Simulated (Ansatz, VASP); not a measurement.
**One calculation of TiB2H2, two programs**

```
CELL_PARAMETERS angstrom
3.51074 0.00000 0.00000
-1.75537 3.04039 0.00000
0.00000 0.00000 3.99860
ATOMIC_POSITIONS crystal
Ti 0.00000 0.00000 0.00000
B 0.33333 0.66667 0.00000
B 0.66667 0.33333 0.00000
H 0.33333 0.66667 0.50000
H 0.66667 0.33333 0.50000
```

Alike in both runs: task relaxation of cell and atoms; functional PBE; k mesh 6 × 6 × 4; occupations gaussian, width 0.1 eV; no spin polarisation.

|  | VASP | Ansatz |
| --- | --- | --- |
| version | VASP 6.6.1 | Ansatz 0.2.0 |
| potentials or method | VASP PAW PBE potentials, release 64 (Ti_sv, B, H) | scalar-relativistic, plane waves, PAW |
| plane-wave cutoff (eV) | 600 | 420 |
| valence electrons in the cell | 20 | 20 |

```csv
,VASP,Ansatz,Ansatz less VASP
"gap on the k mesh at the Fermi level, each at its own relaxed structure (eV)",none,none,-
relaxed volume (Å³/atom),7.85,7.87,+0.012
relaxed cell length with the largest relative difference (Å),4.002,4.004,+0.0023
energy change over the relaxation (meV/atom),-477,-474,+2.8
```

A gap of «none» marks a metal or a gap that the smearing closes.

Caveats: the k mesh is coarse (spacing up to 0.39 Å⁻¹), so the values aren't converged.
